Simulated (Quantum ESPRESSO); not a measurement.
The system is HfC.

```xyz
2
Lattice="0.0000 2.3250 2.3250 2.3250 0.0000 2.3250 2.3250 2.3250 0.0000" Properties=species:S:1:pos:R:3 pbc="T T T"
Hf    2.3250    2.3250    2.3250
C     0.0000    0.0000    0.0000
```

| Item | Value |
| --- | --- |
| Program | Quantum ESPRESSO 7.5 |
| Task | phonons |
| Functional | PBEsol |
| Potentials or basis | GBRV 1.5 PBEsol |
| Cutoff | 612 eV |
| Density cutoff | 4898 eV |
| k mesh | 10 × 10 × 10 |
| Occupations | cold, width 0.2 eV |
| Spin | no spin polarisation |
| Mixing beta | 0.5 |
| Most SCF iterations | 120 |
| SCF threshold | 4e-10 Ry |

The cell and the atoms were relaxed first, to 12.25 Å³/atom (a = 3.260 Å, b = 3.260 Å, c = 3.260 Å, α = 60.00°, β = 60.00°, γ = 60.00°), and the response was taken there.

Q: Which optical modes does the crystal have at the zone centre, and which show in infrared and Raman spectra?

A: The optical modes are T1u. Infrared active: T1u. None is Raman active.

Optical modes at Γ, degenerate ones joined:
```csv
cm⁻¹,components,symmetry,active in
451,3,T1u,IR
```
